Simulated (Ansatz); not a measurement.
# C: the cost of one run

Computed with Ansatz 0.2.0 (DFT PBE, scalar-relativistic, plane waves, PAW, unless a step's input says otherwise).

3 further runs of the same task are left out: 3 set aside as unsound or not needed.

## 1. The system as given

It takes space group Fd-3m (No. 227, cubic). The conventional cell has a = 3.571 Å, b = 3.571 Å, c = 3.571 Å, α = 90.00°, β = 90.00°, γ = 90.00°. C (site symmetry -43m) is surrounded by 4 C at 1.55 Å.

Coordinates:

```cif
data_structure
_symmetry_space_group_name_H-M 'P 1'
_symmetry_Int_Tables_number 1
_cell_length_a 3.5715
_cell_length_b 3.5715
_cell_length_c 3.5715
_cell_angle_alpha 90.000
_cell_angle_beta 90.000
_cell_angle_gamma 90.000
_cell_volume 45.56
loop_
_atom_site_label
_atom_site_type_symbol
_atom_site_fract_x
_atom_site_fract_y
_atom_site_fract_z
_atom_site_occupancy
C1 C 0.50000 0.00000 0.00000 1
C2 C 0.00000 0.50000 0.00000 1
C3 C 0.00000 0.00000 0.50000 1
C4 C 0.50000 0.50000 0.50000 1
C5 C 0.75000 0.75000 0.75000 1
C6 C 0.25000 0.25000 0.75000 1
C7 C 0.25000 0.75000 0.25000 1
C8 C 0.75000 0.25000 0.25000 1
```

It is built from the cell relaxed beforehand with the same method (5.69 Å³/atom).

## 2. Zero of energy

The cell is repeated 4 times, 8 atoms in all. Reference values: F = -2006.4627 eV; pressure 0.04 GPa; largest force 0.000 eV/Å; gap on the mesh 4.15 eV. It was computed beforehand with the settings of the runs below.

## 3. Setting up a one-atom displacement scan

Atom 1 (C) is moved by x along the Cartesian unit vector (0.000, 0.000, 1.000); the cell and all other atoms stay fixed. Forces below are components along that vector, summed over the moved atoms. In a periodic cell its images move with it.

## 4. x = -0.100 Å

input.yaml

```yaml
crystal:
  lattice:
    - [3.5714750638, 0.0, 0.0]
    - [0.0, -3.5714750638, 0.0]
    - [0.0, 0.0, -3.5714750638]
  atoms:
    - { symbol: C, position: [0.5, 0.0, 0.0279996355] }
    - { symbol: C, position: [0.0, 0.5, 0.0] }
    - { symbol: C, position: [0.0, 0.0, 0.5] }
    - { symbol: C, position: [0.5, 0.5, 0.5] }
    - { symbol: C, position: [0.75, 0.75, 0.75] }
    - { symbol: C, position: [0.25, 0.25, 0.75] }
    - { symbol: C, position: [0.25, 0.75, 0.25] }
    - { symbol: C, position: [0.75, 0.25, 0.25] }
basis:
  ecutwfc: 420
kpoints:
  mp_grid: { grid: [6, 6, 6] }
hamiltonian:
  xc: pbe
scf:
  occupations: { method: gaussian, width: 0.05 }
output:
  forces: true
  stress: true
  eigenvalues: true
  write_density: true
  write_potential: true
  elf: true
  volumetric_format: npy
```

Command:

```console
ansatz run input.yaml --threads 1 --pin off --max-ram 2560MiB --backend cpu --events-out ev --progress --plain --runs-dir out
```

Q: Estimate wall time and peak memory on 1 thread of Arm Neoverse V2, shared host.

About 5.9 s, with a peak of 0.32 GiB.
